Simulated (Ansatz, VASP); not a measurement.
## Tl in VASP and in Ansatz

Contents of INCAR:

```
PREC     = Accurate       # precision mode
ENCUT    = 520            # plane-wave cutoff, eV
EDIFF    = 1E-7           # SCF threshold, eV
ISMEAR   = -1             # smearing method
SIGMA    = 0.1            # smearing width, eV
LREAL    = F              # projectors in reciprocal space
LASPH    = T              # aspherical terms in the spheres
NELM     = 80             # most SCF steps
ALGO     = Fast           # electronic algorithm
ISIF     = 2              # what is computed and relaxed
LWAVE    = F              # write WAVECAR
LCHARG   = T              # write CHGCAR
GGA      = RP             # functional
LELF     = T              # ELF
LVHAR    = T            
NBANDS   = 26             # bands
```

The input KPOINTS:

```
regular mesh
0
Gamma
  7 7 10
```

The input POSCAR:

```
Tl
1.0
    5.9968894732      0.0000000000      0.0000000000
   -2.9984447366      5.1934586275      0.0000000000
    0.0000000000      0.0000000000      3.6836820992
Tl
3
Direct
    1.0000000000      1.0000000000      0.0000000000
    0.3333333333      0.6666666667      0.5000000000
    0.6666666667      0.3333333333      0.5000000000
```

Input for Ansatz:

```yaml
crystal:
  lattice:
    - [5.9968894732, 0.0, 0.0]
    - [-2.9984447366, 5.1934586275, 0.0]
    - [0.0, 0.0, 3.6836820992]
  atoms:
    - { symbol: Tl, position: [1.0, 1.0, 0.0] }
    - { symbol: Tl, position: [0.3333333333, 0.6666666667, 0.5] }
    - { symbol: Tl, position: [0.6666666667, 0.3333333333, 0.5] }
hamiltonian:
  xc: rpbe
  pseudopotentials:
    kind: paw
    azcp:
      Tl: "pseudopotentials/Tl.paw.azcp"
basis:
  ecutwfc: 420
  fft_grid_basis: typed
kpoints:
  mp_grid: { grid: [7, 7, 10], shift: [0, 0, 0] }
magnetization:
  spin_polarized: false
scf:
  occupations: { method: fermi_dirac, width: 0.1 }
  lower_state_search: "off"
output:
  stress: true
  write_density: true
  write_potential: true
  elf: true
  volumetric_format: npy
```

Alike in both runs: task single point; functional RPBE; k mesh 7 × 7 × 10; occupations fermi-dirac, width 0.1 eV; no spin polarisation.

```csv
,VASP,Ansatz
version,VASP 6.6.1,Ansatz 0.2.0
potentials or method,"VASP PAW PBE potentials, release 64 (Tl_d)","plane waves (420 eV) with PAW, scalar-relativistic"
plane-wave cutoff (eV),520,420
valence electrons in the cell,39,39
```

|  | VASP | Ansatz | Ansatz less VASP |
| --- | --- | --- | --- |
| pressure (GPa) | -1.6 | -1.6 | +0.05 |

The functional is the same, so the differences come from potentials, cutoffs and numerics.

Caveats: the PAW data sets were made with another functional, which shifts forces and pressure a little (VASP). Spin-orbit coupling is left out, which matters for the levels of Tl.
